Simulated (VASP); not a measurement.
Set up this calculation in VASP 6.6.1, as the native input.

* Task: relaxation of cell and atoms
* Functional: PBE
* Potentials or basis: VASP PAW PBE potentials, release 64 (Ti_sv, Al)
* Cutoff: 600 eV
* k mesh: 14 × 14 × 14
* Occupations: methfessel-paxton, width 0.1 eV
* Spin: no spin polarisation
* Further INCAR settings: ALGO = Normal; EDIFF = 1e-06; IBRION = 2; EDIFFG = -0.01; NSW = 90; ISIF = 3

The structure of TiAl3 lies in POSCAR:

```
TiAl3
1.0
   -1.9111067713      1.9111067713      4.2806687947
    1.9111067713     -1.9111067713      4.2806687947
    1.9111067713      1.9111067713     -4.2806687947
Ti Al
1 3
Direct
    0.0000000000      0.0000000000      0.0000000000
    0.5000000000      0.5000000000      0.0000000000
    0.7500000000      0.2500000000      0.5000000000
    0.2500000000      0.7500000000      0.5000000000
```

The cell comes from a database or a generator and needn't be the stable form of this composition.

These files were run (other wordings do the same):

INCAR

```
SYSTEM = TiAl3
ALGO = Normal
EDIFF = 1E-6
EDIFFG = -0.01
ENCUT = 600
GGA = PE
IBRION = 2
ISIF = 3
ISMEAR = 1
LASPH = .True.
LCHARG = .False.
LREAL = .False.
LWAVE = .False.
NELM = 80
NSW = 90
PREC = Accurate
SIGMA = 0.1
```

KPOINTS

```
k-points
0
Gamma
  14 14 14
  0 0 0
```

Potentials or basis: VASP PAW PBE potentials, release 64 (Ti_sv, Al).

Launch:

```console
$ cat potpaw_PBE.64/Ti_sv/POTCAR potpaw_PBE.64/Al/POTCAR > POTCAR
$ mpirun -np 1 vasp_std > vasp.out
```

It gave:

```yaml
Relaxed_volume: 15.93 Å³/atom
Relaxed_cell: a = 5.095 Å, b = 5.095 Å, c = 5.095 Å, α = 135.65°, β = 135.65°, γ = 64.52°
Space_group_after_relaxing_to_0.05_Å: I4/mmm (No. 139)
Energy_gained_by_relaxing: 1.9 meV/atom
Ionic_steps: 3
Pressure_after_relaxing: 0.0 GPa
Band_gap_on_the_k_mesh: none (metal or under the smearing width)
```

Run time: 13 min on 1 thread of AMD EPYC 9R14 (Zen 4) (shared host), peak memory 0.42 GiB.
